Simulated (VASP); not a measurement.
# Ag2O (Pn-3m) in VASP: settings compared, part 2 of 2

VASP 6.6.1. The steps go on from the part before.

## 6. Relaxation of cell and atoms, optB88-vdW

The input, INCAR:

```
SYSTEM = Ag2O
  PREC = Accurate
  ENCUT = 600
  EDIFF = 1E-7
  ISMEAR = -1
  SIGMA = 0.05
  LREAL = .FALSE.
  LASPH = .TRUE.
  NELM = 60
  ALGO = Normal
  ISIF = 3
  LWAVE = .FALSE.
  LCHARG = .FALSE.
  GGA = BO
  LUSE_VDW = .TRUE.
  AGGAC = 0.0
  PARAM1 = 0.1833333333
  PARAM2 = 0.22
  IBRION = 2
  NSW = 60
  EDIFFG = -0.01
```

The input, KPOINTS:

```
regular mesh
0
G
  5 5 5
  0 0 0
```

The input, POSCAR:

```
Ag2O
1.0
    4.7180000000      0.0000000000      0.0000000000
    0.0000000000      4.7180000000      0.0000000000
    0.0000000000      0.0000000000      4.7180000000
Ag O
4 2
Direct
    0.7500000000      0.2500000000      0.7500000000
    0.7500000000      0.7500000000      0.2500000000
    0.2500000000      0.7500000000      0.7500000000
    0.2500000000      0.2500000000      0.2500000000
    0.5000000000      0.5000000000      0.5000000000
    0.0000000000      0.0000000000      0.0000000000
```

Potentials or basis: VASP PAW PBE potentials, release 64 (Ag, O).

The run is started by

```console
$ cat potpaw_PBE.64/Ag/POTCAR potpaw_PBE.64/O/POTCAR > POTCAR
$ mpirun -np 1 vasp_std > vasp.out
```

OUTCAR:

```text
SYSTEM = Ag2O
   PREC = Accurate
   ENCUT = 600
   EDIFF = 1E-7
   ISMEAR = -1
   LREAL = .FALSE.
   LASPH = .TRUE.
   NELM = 60
   ISIF = 3
   GGA = BO
   IBRION = 2
   NSW = 60
   EDIFFG = -0.01

 ion  position               nearest neighbor table
   1  0.750  0.250  0.750-   5 2.04   6 2.04   4 3.34   2 3.34   3 3.34   2 3.34   4 3.34   2 3.34
                             3 3.34   2 3.34   3 3.34   4 3.34   4 3.34   3 3.34
   2  0.750  0.750  0.250-   5 2.04   6 2.04   4 3.34   1 3.34   3 3.34   1 3.34   3 3.34   1 3.34
                             4 3.34   1 3.34   3 3.34   4 3.34   3 3.34   4 3.34
   3  0.250  0.750  0.750-   5 2.04   6 2.04   4 3.34   1 3.34   2 3.34   2 3.34   4 3.34   1 3.34
                             4 3.34   4 3.34   1 3.34   2 3.34   2 3.34   1 3.34
   4  0.250  0.250  0.250-   5 2.04   6 2.04   3 3.34   1 3.34   2 3.34   1 3.34   3 3.34   2 3.34
                             3 3.34   3 3.34   1 3.34   2 3.34   1 3.34   2 3.34
   5  0.500  0.500  0.500-   1 2.04   2 2.04   3 2.04   4 2.04
   6  0.000  0.000  0.000-   1 2.04   2 2.04   3 2.04   4 2.04

  LATTYP: Found a simple cubic cell.
 ALAT       =     4.7180000000

  Lattice vectors:

[... 183 lines left out ...]
 fundamental gap:      0.1109791485
 Fermi energy:         4.5620502168

 k-point     1 :       0.0000    0.0000    0.0000
  band No.  band energies     occupation
      1     -14.3159      2.00000
      2     -13.6220      2.00000
      3      -2.3706      2.00000
      4      -2.3706      2.00000
      5      -2.3706      2.00000
      6      -0.1792      2.00000
[... 432 lines left out ...]
--------------------------------------- Ionic step        3  -------------------------------------------

 number of electron      55.9999984 magnetization

 Free energy of the ion-electron system (eV)
  ---------------------------------------------------
  ext. energy  EPLUGINS =         0.00000000
  ---------------------------------------------------
  free energy    TOTEN  =        -6.04177980 eV

  energy without entropy =       -6.03924894  energy(sigma->0) =       -6.04051437

 E-fermi :   4.0519     XC(G=0): -10.4598

 val. band max:        4.0140258101   @ k =   0.0000   0.0000   0.0000
 cond. band min:       4.4750344991   @ k =   0.2000   0.0000   0.0000
 fundamental gap:      0.4610086890
 Fermi energy:         4.0518518172

 k-point     1 :       0.0000    0.0000    0.0000
  band No.  band energies     occupation
      1     -14.4563      2.00000
      2     -13.8385      2.00000
      3      -2.4879      2.00000
      4      -2.4879      2.00000
      5      -2.4879      2.00000
      6      -0.3997      2.00000
[... 386 lines left out ...]
  energy  without entropy=       -6.0392489446  energy(sigma->0) =       -6.04051437

Total vdW correction in eV:     12.3912540

 reached required accuracy - stopping structural energy minimisation
```

CONTCAR:

```text
Ag2O
   1.00000000000000
     4.7806104693120570    0.0000000000000000    0.0000000000000000
    -0.0000000000000000    4.7806104693120570    0.0000000000000000
     0.0000000000000000   -0.0000000000000000    4.7806104693120570
  Ag              O
     4     2
Direct
     0.7500000000000000    0.2500000000000000    0.7500000000000000
     0.7500000000000000    0.7500000000000000    0.2500000000000000
     0.2500000000000000    0.7500000000000000    0.7500000000000000
     0.2500000000000000    0.2500000000000000    0.2500000000000000
     0.5000000000000000    0.5000000000000000    0.5000000000000000
     0.0000000000000000    0.0000000000000000    0.0000000000000000

  0.00000000E+00  0.00000000E+00  0.00000000E+00
  0.00000000E+00  0.00000000E+00  0.00000000E+00
  0.00000000E+00  0.00000000E+00  0.00000000E+00
  0.00000000E+00  0.00000000E+00  0.00000000E+00
  0.00000000E+00  0.00000000E+00  0.00000000E+00
  0.00000000E+00  0.00000000E+00  0.00000000E+00
```

Wall time 6.9 min (1 thread of Intel Xeon Platinum 8488C (Sapphire Rapids), shared host); peak memory 0.59 GiB.

What came out:

| Item | Value |
| --- | --- |
| Free energy | -6.0418 eV |
| Relaxed volume | 18.21 Å³/atom |
| Relaxed cell | a = 4.781 Å, b = 4.781 Å, c = 4.781 Å, α = 90.00°, β = 90.00°, γ = 90.00° |
| Space group after relaxing (to 0.05 Å) | Pn-3m (No. 224) |
| Energy gained by relaxing | 7.2 meV/atom |
| Ionic steps | 3 |
| Pressure after relaxing | 0.0 GPa |
| Band gap on the k mesh | none (metal or under the smearing width) |

The path:
```
step  energy change (eV)  largest force (eV/Å)  pressure (GPa)  volume (Å³)
   1              0.0000                0.0000            3.40       105.02
   2             -0.0383                0.0000           -1.02       110.76
   3             -0.0432                0.0000            0.01       109.26
```

Final structure:
```cif
data_structure
_symmetry_space_group_name_H-M 'P 1'
_symmetry_Int_Tables_number 1
_cell_length_a 4.7806
_cell_length_b 4.7806
_cell_length_c 4.7806
_cell_angle_alpha 90.000
_cell_angle_beta 90.000
_cell_angle_gamma 90.000
_cell_volume 109.26
loop_
_atom_site_label
_atom_site_type_symbol
_atom_site_fract_x
_atom_site_fract_y
_atom_site_fract_z
_atom_site_occupancy
Ag1 Ag 0.75000 0.25000 0.75000 1
Ag2 Ag 0.75000 0.75000 0.25000 1
Ag3 Ag 0.25000 0.75000 0.75000 1
Ag4 Ag 0.25000 0.25000 0.25000 1
O1 O 0.50000 0.50000 0.50000 1
O2 O 0.00000 0.00000 0.00000 1
```

Levels at points of the mesh, in eV from the Fermi level:
```
           k point  band 24  band 25  band 26  band 27  band 28  band 29  band 30  band 31  band 32  band 33
(0.00, 0.00, 0.00)    -2.62    -2.62    -0.09    -0.09    -0.09    -0.04     2.15     2.15     7.00     7.00
```

Caveat: the PAW data sets were made with another functional, which shifts forces and pressure a little. Zero-point motion and thermal expansion aren't in these numbers.

## 7. For comparison

An earlier run on the cell as given: functional PBEsol; potentials or basis VASP PAW PBE potentials, release 64 (Ag, O); cutoff 520 eV; k mesh 6 × 6 × 6; occupations fermi-dirac, width 0.05 eV; no spin polarisation.

* Pressure: -0.8 GPa
* Band gap on the k mesh: none (metal or under the smearing width)

## 8. The runs side by side

```csv
task,level,cell,k mesh,cutoff (eV),ladder,gap on the mesh (eV),pressure (GPa),relaxed volume (Å³/atom)
relaxation of cell and atoms,revPBE,relaxed,5 × 5 × 5,600,-,none,0.0,19.25
relaxation of cell and atoms,BLYP,relaxed,5 × 5 × 5,600,-,none,0.0,19.67
relaxation of cell and atoms,AM05,relaxed,5 × 5 × 5,600,-,none,0.0,-
relaxation of cell and atoms,PW91,relaxed,5 × 5 × 5,600,-,none,0.0,18.48
relaxation of cell and atoms,optB88-vdW,relaxed,5 × 5 × 5,600,-,none,0.0,18.21
single point,PBEsol,as given,6 × 6 × 6,520,free,none,-0.8,-
```

Alike in all rows: potentials or basis VASP PAW PBE potentials, release 64 (Ag, O); no spin polarisation; smearing fermi-dirac 0.05 eV.

Caveats: the PAW data sets were made with another functional, which shifts forces and pressure a little; the relaxation stopped at its first step, so nothing moved (some runs).

Absolute energies hang on the potentials; compare differences alone.
